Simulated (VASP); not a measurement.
# AgCl (P4mm) in VASP: a series of runs, part 2 of 3

VASP 6.6.1. Earlier steps stand in the parts before.

### 3 Single point, LDA (atom 2 (Cl) moved by (-0.600, +0.000) A along x and z)

INCAR reads:

```
  PREC = Accurate
  ENCUT = 520
  EDIFF = 1E-6
  ISMEAR = 0
  SIGMA = 0.03
  LREAL = False
  LASPH = True
  NELM = 100
  ALGO = Normal
  ISIF = 2
  LWAVE = False
  LCHARG = False
  NBANDS = 16
```

KPOINTS reads:

```
regular mesh
0
Gamma
  10 10 10
```

POSCAR reads:

```
AgCl
1.0
    3.4339730000      0.0000000000      0.0000000000
    0.0000000000      3.4339730000      0.0000000000
    0.0000000000      0.0000000000      3.4339730000
Ag Cl
1 1
Direct
    0.0000000000      0.0000000000      0.0000000000
    0.3252752715      0.5000000000      0.5000000000
```

Potentials or basis: VASP PAW LDA potentials, release 64 (Ag, Cl).

The run is started by

```console
$ cat potpaw_LDA.64/Ag/POTCAR potpaw_LDA.64/Cl/POTCAR > POTCAR
$ mpirun -np 1 vasp_std > vasp.out
```

OUTCAR:

```text
PREC = Accurate
   ENCUT = 520
   EDIFF = 1E-6
   ISMEAR = 0
   LREAL = False
   LASPH = True
   NELM = 100
   ISIF = 2

 ion  position               nearest neighbor table
   1  0.000  0.000  0.000-   2 2.67   2 2.67   2 2.67   2 2.67
   2  0.325  0.500  0.500-   1 2.67   1 2.67   1 2.67   1 2.67

  LATTYP: Found a simple cubic cell.
 ALAT       =     3.4339730000

  Lattice vectors:

 A1 = (   3.4339730000,   0.0000000000,   0.0000000000)
 A2 = (   0.0000000000,   3.4339730000,   0.0000000000)
 A3 = (   0.0000000000,   0.0000000000,   3.4339730000)

Analysis of symmetry for initial positions (statically):
=====================================================================
 Subroutine PRICEL returns:
 Original cell was already a primitive cell.

 Routine SETGRP: Setting up the symmetry group for a
 simple cubic supercell.

 Subroutine GETGRP returns: Found  8 space group operations
 (whereof  8 operations were pure point group operations)
 out of a pool of 48 trial point group operations.

The static configuration has the point symmetry C_4v.

Analysis of symmetry for dynamics (positions and initial velocities):
=====================================================================
 Subroutine PRICEL returns:
 Original cell was already a primitive cell.

 Routine SETGRP: Setting up the symmetry group for a
 simple cubic supercell.

 Subroutine GETGRP returns: Found  8 space group operations
 (whereof  8 operations were pure point group operations)
 out of a pool of 48 trial point group operations.

The dynamic configuration has the point symmetry C_4v.

 Subroutine INISYM returns: Found  8 space group operations
 (whereof  8 operations are pure point group operations),
 and found     1 'primitive' translations

----------------------------------------------------------------------------------------

                                     Primitive cell

  volume of cell :      40.4940

  direct lattice vectors                    reciprocal lattice vectors
     3.433973000  0.000000000  0.000000000     0.291207881  0.000000000  0.000000000
     0.000000000  3.433973000  0.000000000     0.000000000  0.291207881  0.000000000
     0.000000000  0.000000000  3.433973000     0.000000000  0.000000000  0.291207881

  length of vectors
     3.433973000  3.433973000  3.433973000     0.291207881  0.291207881  0.291207881

  position of ions in fractional coordinates (direct lattice)
     0.000000000  0.000000000  0.000000000
     0.325275271  0.500000000  0.500000000

  ion indices of the primitive-cell ions
   primitive index   ion index
                 1           1
                 2           2

----------------------------------------------------------------------------------------

 KPOINTS: regular mesh

Automatic generation of k-mesh.
 Grid dimensions read from file:
 generate k-points for:   10   10   10

 Generating k-lattice:

  Cartesian coordinates                     Fractional coordinates (reciprocal lattice)
     0.029120788  0.000000000  0.000000000     0.100000000  0.000000000  0.000000000
     0.000000000  0.029120788  0.000000000     0.000000000  0.100000000  0.000000000
     0.000000000  0.000000000  0.029120788     0.000000000  0.000000000  0.100000000

  Length of vectors
     0.029120788  0.029120788  0.029120788

  Shift w.r.t. Gamma in fractional coordinates (k-lattice)
     0.000000000  0.000000000  0.000000000

 Subroutine IBZKPT returns following result:
 ===========================================

 Found    126 irreducible k-points:

 Following reciprocal coordinates:
            Coordinates               Weight
  0.000000  0.000000  0.000000      1.000000
  0.100000  0.000000  0.000000      2.000000
  0.000000  0.100000  0.000000      4.000000
  0.200000  0.000000  0.000000      2.000000
  0.000000  0.200000  0.000000      4.000000
  0.300000  0.000000  0.000000      2.000000
[... 16 lines left out ...]
  0.500000  0.100000  0.000000      4.000000
  0.000000  0.500000  0.100000      4.000000
 [... further k-points ...]
   k-points           NKPTS =    126   k-points in BZ     NKDIM =    126   number of bands    NBANDS=     16
   number of dos      NEDOS =    301   number of ions     NIONS =      2
   total plane-waves  NPLWV =  21952
   dimension x,y,z NGX =    28 NGY =   28 NGZ =   28
   dimension x,y,z NGXF=    56 NGYF=   56 NGZF=   56
   ions per type =               1   1
   NGX,Y,Z   is equivalent  to a cutoff of  13.56, 13.56, 13.56 a.u.
   NGXF,Y,Z  is equivalent  to a cutoff of  27.11, 27.11, 27.11 a.u.
 SYSTEM =  unknown system
   PREC   = accura    normal or accurate (medium, high low for compatibility)
   ISTART =      0    job   : 0-new  1-cont  2-samecut
   ICHARG =      2    charge: 1-file 2-atom 10-const
   ISPIN  =      1    spin polarized calculation?
   LNONCOLLINEAR =      F non collinear calculations
   LSORBIT =      F    spin-orbit coupling
   LASPH  =      T    aspherical Exc in radial PAW
   ENCUT  =  520.0 eV  38.22 Ry    6.18 a.u.   6.38  6.38  6.38*2*pi/ulx,y,z
   NELM   =    100;   NELMIN=  2; NELMDL= -5     # of ELM steps
   EDIFF  = 0.1E-05   stopping-criterion for ELM
   LREAL  =      F    real-space projection
   EDIFFG = 0.1E-04   stopping-criterion for IOM
   NSW    =      0    number of steps for IOM
   IBRION =     -1    ionic relax: 0-MD 1-quasi-New 2-CG
   NFREE  =      0    steps in history (QN), initial steepest desc. (CG)
   ISIF   =      2    stress and relaxation
   ISYM   =      2    0-nonsym 1-usesym 2-fastsym
   POTIM  = 0.5000    time-step for ionic-motion
   TEBEG  =    0.0;   TEEND  =   0.0 temperature during run
   PSTRESS=    0.0 pullay stress
   NELECT =      18.0000    total number of electrons
   NUPDOWN=      -1.0000    fix difference up-down
   EMIN   =  10.00;   EMAX   =-10.00  energy-range for DOS
   EFERMI =   0.00;   METHOD = LEGACY
   ISMEAR =     0;   SIGMA  =   0.03  broadening in eV -4-tet -1-fermi 0-gaus
   EFERMI_NEDOS =   21; number of points for ismear=-14 and -15
   IALGO  =     38    algorithm
   IMIX   =      4    mixing-type and parameters
     AMIX     =   0.40;   BMIX     =  1.00
     AMIX_MAG =   1.60;   BMIX_MAG =  1.00
  volume/ion in A,a.u.               =      20.25       136.63
  Fermi-wavevector in a.u.,A,eV,Ry     =   1.249402  2.361027 21.238760  1.561005
  Thomas-Fermi vector in A             =   2.383444
   LORBIT       =      0    0 simple, 1 ext, 2 COOP (PROOUT), +10 PAW based schemes
   GGA     = CA    functional components
   LHFCALC =     F    Hartree Fock is set to
   AEXX    =    0.0000 exact exchange contribution
   IVDW    =     0    specifies the selected vdW correction
   LEPSILON=     F    determine dielectric tensor
   LRPA    =     F    only Hartree local field effects (RPA)
 non-spin polarized calculation
 Gauss-broadening in eV      SIGMA  =   0.03
  energy-cutoff  :      520.00
  volume of cell :       40.49
 maximum number of plane-waves:      1108
 NGX is ok and might be reduce to    28
   NGX = 13   NGY = 13   NGZ = 13

 number of electron      18.0000002 magnetization

 Free energy of the ion-electron system (eV)
  ---------------------------------------------------
  ext. energy  EPLUGINS =         0.00000000
  ---------------------------------------------------
  free energy    TOTEN  =        -6.43836383 eV

  energy without entropy =       -6.43836383  energy(sigma->0) =       -6.43836383

 E-fermi :   4.2521     XC(G=0): -10.7503

 val. band max:        4.1029003738   @ k =   0.0000   0.5000   0.0000
 cond. band min:       4.4065484972   @ k =   0.0000   0.0000   0.0000
 fundamental gap:      0.3036481234
 Fermi energy:         4.2521261115

 k-point     1 :       0.0000    0.0000    0.0000
  band No.  band energies     occupation
      1     -11.0132      2.00000
      2       0.2888      2.00000
      3       0.7885      2.00000
      4       1.1309      2.00000
      5       1.1309      2.00000
      6       1.7311      2.00000
[... 8 lines left out ...]
     15      19.1685      0.00000
     16      19.1685      0.00000
[... 419 lines left out ...]
 k-point    24 :       0.0000    0.5000    0.1000
  band No.  band energies     occupation
      1     -10.4936      2.00000
      2      -1.5863      2.00000
      3       0.1354      2.00000
      4       0.9867      2.00000
      5       1.2557      2.00000
      6       1.7715      2.00000
[... 8 lines left out ...]
     15      18.5088      0.00000
     16      19.2731      0.00000

 [... further k-points ...]

------------------------ aborting loop because EDIFF is reached ----------------------------------------

  FORCE on cell =-STRESS in cart. coord.  units (eV):
  Direction    XX          YY          ZZ          XY          YZ          ZX
  --------------------------------------------------------------------------------------
  -------------------------------------------------------------------------------------
  Total       -1.1302708     -0.6280499     -0.6280499      0.0000000      0.0000000      0.0000000
  in kB      -44.7200677    -24.8492952    -24.8492952      0.0000000      0.0000000      0.0000000
  external PRESSURE =     -31.4728860 kB  Pullay stress =       0.0000000 kB

 VOLUME and BASIS-vectors are now :
 -----------------------------------------------------------------------------
  energy-cutoff  :      520.00
  volume of cell :       40.49
      direct lattice vectors                 reciprocal lattice vectors
     3.433973000  0.000000000  0.000000000     0.291207881  0.000000000  0.000000000
     0.000000000  3.433973000  0.000000000     0.000000000  0.291207881  0.000000000
     0.000000000  0.000000000  3.433973000     0.000000000  0.000000000  0.291207881

 POSITION                                       TOTAL-FORCE (eV/Angst)
 -----------------------------------------------------------------------------------
      0.00000      0.00000      0.00000         0.047997     -0.000000     -0.000000
      1.11699      1.71699      1.71699        -0.047997      0.000000      0.000000
 -----------------------------------------------------------------------------------
    total drift:                                0.000670      0.000000     -0.000000

  FREE ENERGIE OF THE ION-ELECTRON SYSTEM (eV)
  ---------------------------------------------------
  free  energy   TOTEN  =        -6.4383638272 eV

  energy  without entropy=       -6.4383638272  energy(sigma->0) =       -6.43836383
```

stdout:

```text
POSCAR found type information on POSCAR AgCl
 POSCAR found :  2 types and       2 ions
 scaLAPACK will be used
 LDA part: xc-table for (Slater(with rela. corr.)+CA(PZ))
 , standard interpolation
 POSCAR, INCAR and KPOINTS ok, starting setup
 FFT: planning ... GRIDC
 FFT: planning ... GRID_SOFT
 FFT: planning ... GRID
 WAVECAR not read
 entering main loop
```

Wall time 37 s (1 thread of AMD EPYC 9R45 (Zen 5), shared host); peak memory 0.17 GiB.

What came out:

| Property | Result |
| --- | --- |
| Free energy | -6.4384 eV |
| Pressure | -3.1 GPa |
| Largest force | 0.048 eV/Å |
| Band gap on the k mesh | 0.30 eV, indirect (least direct gap 1.50 eV) |

Forces in eV/Å, atoms in the order of the input:
```
Ag   0.048  0.000  0.000
Cl  -0.048  0.000  0.000
```

Levels at points of the mesh, in eV from the valence-band top:
| k point | band 7 | band 8 | band 9 | band 10 | band 11 | band 12 |
| --- | --- | --- | --- | --- | --- | --- |
| (0.00, 0.00, 0.00) | -1.45 | -1.45 | -1.20 | 0.30 | 7.49 | 9.01 |
| (0.50, 0.00, 0.00) | -1.74 | -0.65 | -0.65 | 4.22 | 4.83 | 9.12 |
| (0.00, 0.50, 0.00) | -1.96 | -1.26 | 0.00 | 4.62 | 4.96 | 9.34 |
| (0.50, 0.50, 0.00) | -2.44 | -1.99 | -0.41 | 2.31 | 7.93 | 8.64 |
| (0.00, 0.50, 0.50) | -2.14 | -1.96 | -0.48 | 1.97 | 8.87 | 8.87 |
| (0.50, 0.50, 0.50) | -1.05 | -1.05 | -0.52 | 4.09 | 5.01 | 5.01 |

A k mesh can miss the band edges.

[end of part 2 of 3]
